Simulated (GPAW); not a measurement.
Write an ASE script for GPAW 26.7.0 that does the following.

```
Task                : equation of state
Functional          : SCAN
Dispersion          : D4
Potentials or basis : GPAW PAW data sets (gpaw-data 1.2.1)
Cutoff              : 600 eV
Basis               : pw
k mesh              : 11 × 11 × 11
Occupations         : fermi-dirac, width 0.05 eV
Spin                : no spin polarisation
Maxiter             : 150
Eos scales          : [0.94, 0.96, 0.98, 1.0, 1.02, 1.04, 1.06]
```

The structure of Ag lies in Ag.xyz:

```xyz
1
Lattice="0.0000000000 2.0427500000 2.0427500000 2.0427500000 0.0000000000 2.0427500000 2.0427500000 2.0427500000 0.0000000000" Properties=species:S:1:pos:R:3 pbc="T T T"
Ag     0.0000000000      0.0000000000      0.0000000000
```

One way to write it, as run:

run.py

```python
from ase.calculators.mixing import SumCalculator
from ase.eos import EquationOfState
from ase.io import Trajectory, read
from ase.units import GPa
from dftd4.ase import DFTD4
from gpaw import GPAW, PW

atoms = read('Ag.xyz')

traj = Trajectory('eos.traj', 'w')
volumes, energies = [], []
for x in [0.94, 0.96, 0.98, 1.0, 1.02, 1.04, 1.06]:
    a = atoms.copy()
    a.set_cell(atoms.cell * x**(1 / 3), scale_atoms=True)
    calc = GPAW(mode=PW(600),
                xc='MGGA_X_SCAN+MGGA_C_SCAN',
                kpts={'size': (11, 11, 11), 'gamma': True},
                occupations={'name': 'fermi-dirac', 'width': 0.05},
                nbands=18,
                convergence={'density': 1e-05, 'energy': 1e-05},
                maxiter=150,
                txt=f'eos-{x:.2f}.txt')
    a.calc = SumCalculator([calc, DFTD4(method='scan')])
    energies.append(a.get_potential_energy())
    volumes.append(a.get_volume())
    p = -a.get_stress()[:3].mean() / GPa
    calc.write(f'eos-{x:.2f}.gpw')
    traj.write(a)
    print(f'{x:.2f} {volumes[-1]:10.4f} A^3 {energies[-1]:14.6f} eV {p:9.3f} GPa', flush=True)

v0, e0, B = EquationOfState(volumes, energies, eos='birchmurnaghan').fit()
print(f'V0 = {v0:.4f} A^3, E0 = {e0:.6f} eV, B0 = {B / GPa:.2f} GPa')
```

Potentials or basis: GPAW PAW data sets (gpaw-data 1.2.1), pw.

Command:

```console
$ OMP_NUM_THREADS=1 python run.py
```

Results of the run:

```yaml
Equilibrium_volume: "16.86 Å³/atom (rough: see the caveat)"
Bulk_modulus: 117 GPa (rough)
```

Caveat: the points scatter about the fit; the PAW data sets were made with another functional, which shifts forces and pressure a little.

Wall time 4.9 min on 1 thread of Arm Neoverse V2, with other jobs on the host, peak memory 0.64 GiB.
